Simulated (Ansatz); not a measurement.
A relaxation computed with Ansatz, from input to last step.

```yaml
crystal:
  lattice:
    - [9.0, 0.0, 0.0]
    - [0.0, 9.3, 0.0]
    - [0.0, 0.0, 4.829950474]
  atoms:
    - { symbol: Cd, position: [0.5, 0.5, 0.0], spin: 0.5 }
    - { symbol: Se, position: [0.5, 0.5, 0.5], spin: 0.5 }
basis:
  ecutwfc: 420
kpoints:
  mp_grid: { grid: [1, 1, 14] }
hamiltonian:
  xc: pbe
scf:
  occupations: { method: gaussian, width: 0.05 }
output:
  forces: true
  stress: true
  eigenvalues: true
  populations: true
  write_density: true
  write_potential: true
  elf: true
  volumetric_format: npy
magnetization:
  spin_polarized: true
relax:
  adjacent_minimum: "off"
  f_tol: 0.01
  max_steps: 45
  cell: { fix: [a, b, alpha, beta, gamma], stress_tol: 0.03 }
```

```bash
ansatz run input.yaml --threads 2 --pin off --max-ram 5120MiB --backend cpu --events-out ev --progress --plain --runs-dir out
```

Computed with DFT PBE, scalar-relativistic, plane waves, PAW (Ansatz).

Of 4 frames 4 are shown, positions in Å and forces in eV/Å; the SCF threshold varies from step to step. Steps run on the plane waves of an earlier cell, with a Pulay correction in the pressure. The basis is chosen afresh for the last frame, the zero of the energies, and can be on the way; energy and pressure step there, also at an unchanged geometry.

```xyz
2
Lattice="9.0000 0.0000 0.0000 0.0000 9.3000 0.0000 0.0000 0.0000 4.8300" Properties=species:S:1:pos:R:3:forces:R:3 pbc="T T T" step=1 free_energy_over_end_meV_per_atom=0.89 pressure_GPa=-0.08
Cd    4.5000    4.6500    0.0000    0.0000    0.0000    0.0000
Se    4.5000    4.6500    2.4150    0.0000    0.0000    0.0000
2
Lattice="9.0000 0.0000 0.0000 0.0000 9.3000 0.0000 0.0000 0.0000 4.8095" Properties=species:S:1:pos:R:3:forces:R:3 pbc="T T T" step=2 free_energy_over_end_meV_per_atom=0.02 pressure_GPa=-0.01
Cd    4.5000    4.6500    0.0000    0.0000    0.0000    0.0000
Se    4.5000    4.6500    2.4048    0.0000    0.0000    0.0000
2
Lattice="9.0000 0.0000 0.0000 0.0000 9.3000 0.0000 0.0000 0.0000 4.8037" Properties=species:S:1:pos:R:3:forces:R:3 pbc="T T T" step=3 free_energy_over_end_meV_per_atom=-0.03 pressure_GPa=0.01
Cd    4.5000    4.6500    0.0000    0.0000    0.0000    0.0000
Se    4.5000    4.6500    2.4019    0.0000    0.0000    0.0000
2
Lattice="9.0000 0.0000 0.0000 0.0000 9.3000 0.0000 0.0000 0.0000 4.8037" Properties=species:S:1:pos:R:3:forces:R:3 pbc="T T T" step=4 free_energy_over_end_meV_per_atom=0.00 pressure_GPa=0.01
Cd    4.5000    4.6500    0.0000    0.0000    0.0000    0.0000
Se    4.5000    4.6500    2.4019    0.0000    0.0000    0.0000
```

It took 29 s on 2 threads of Arm Neoverse V1, with other jobs on the host, peak memory 0.65 GiB.